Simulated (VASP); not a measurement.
# Hf: band structure with PBEsol

The system is Hf.

```
Hf
1.0
     3.15599    0.00000    0.00000
    -1.57800    2.73317    0.00000
     0.00000    0.00000    4.99010
Hf
2
Direct
  0.33333 0.66667 0.25000
  0.66667 0.33333 0.75000
```

```json
{"Program": "VASP 6.6.1", "Task": "band structure", "Functional": "PBEsol", "Potentials or basis": "VASP PAW PBE potentials, release 64 (Hf_pv)", "Cutoff": "520 eV", "k mesh": "15 × 15 × 7", "Occupations": "methfessel-paxton, width 0.1 eV", "Spin": "no spin polarisation", "Further INCAR settings": "ALGO = Fast; EDIFF = 1e-06; NBANDS = 17"}
```

* Pressure: 0.0 GPa
* Band gap along the path: none (metal or under the smearing width)

Levels at the corners of the path, in eV from the Fermi level:
```tsv
point	band 6	band 7	band 8	band 9	band 10	band 11	band 12	band 13	band 14	band 15
Γ	-30.02	-7.53	-3.85	0.80	1.16	1.16	1.46	2.03	2.03	2.68
M	-30.13	-3.44	-2.91	-2.37	-0.74	0.74	0.91	1.73	6.13	6.67
M	-30.13	-3.44	-2.91	-2.37	-0.74	0.74	0.91	1.73	6.13	6.67
K	-30.38	-2.30	-1.82	-1.82	-1.47	0.36	0.36	2.11	5.41	5.41
K	-30.38	-2.30	-1.82	-1.82	-1.47	0.36	0.36	2.11	5.41	5.41
Γ	-30.02	-7.53	-3.85	0.80	1.16	1.16	1.46	2.03	2.03	2.68
Γ	-30.02	-7.53	-3.85	0.80	1.16	1.16	1.46	2.03	2.03	2.68
A	-30.10	-5.48	-5.48	0.12	0.12	1.04	1.04	1.04	1.04	4.97
A	-30.10	-5.48	-5.48	0.12	0.12	1.04	1.04	1.04	1.04	4.97
L	-30.25	-3.55	-3.55	-1.07	-1.07	1.31	1.31	2.70	2.70	6.34
L	-30.25	-3.55	-3.55	-1.07	-1.07	1.31	1.31	2.70	2.70	6.34
H	-30.18	-1.87	-1.87	-1.53	-1.53	-0.15	-0.15	2.56	2.56	5.25
H	-30.18	-1.87	-1.87	-1.53	-1.53	-0.15	-0.15	2.56	2.56	5.25
A	-30.10	-5.48	-5.48	0.12	0.12	1.04	1.04	1.04	1.04	4.97
L	-30.25	-3.55	-3.55	-1.07	-1.07	1.31	1.31	2.70	2.70	6.34
M	-30.13	-3.44	-2.91	-2.37	-0.74	0.74	0.91	1.73	6.13	6.67
K	-30.38	-2.30	-1.82	-1.82	-1.47	0.36	0.36	2.11	5.41	5.41
H	-30.18	-1.87	-1.87	-1.53	-1.53	-0.15	-0.15	2.56	2.56	5.25
```

Core levels (eV, on the scale of the bands):
```csv
atom,levels
1 Hf,"1s -65250.5, 2s -11149.1, 2p -9786.3, 3s -2532.5, 3p -2125.5, 3d -1644.6, 4s -502.0, 4p -368.5, 4d -196.2, 4f -6.5, 5s -56.6"
2 Hf,"1s -65250.5, 2s -11149.1, 2p -9786.3, 3s -2532.5, 3p -2125.5, 3d -1644.6, 4s -502.0, 4p -368.5, 4d -196.2, 4f -6.5, 5s -56.6"
```

It took 46 s on 1 thread of Intel(R) Xeon(R) 6975P-C (Granite Rapids), on a shared host, peak memory 0.24 GiB.

Caveat: the PAW data sets were made with another functional, which shifts forces and pressure a little; spin-orbit coupling is left out, which moves the levels of the heavy elements.
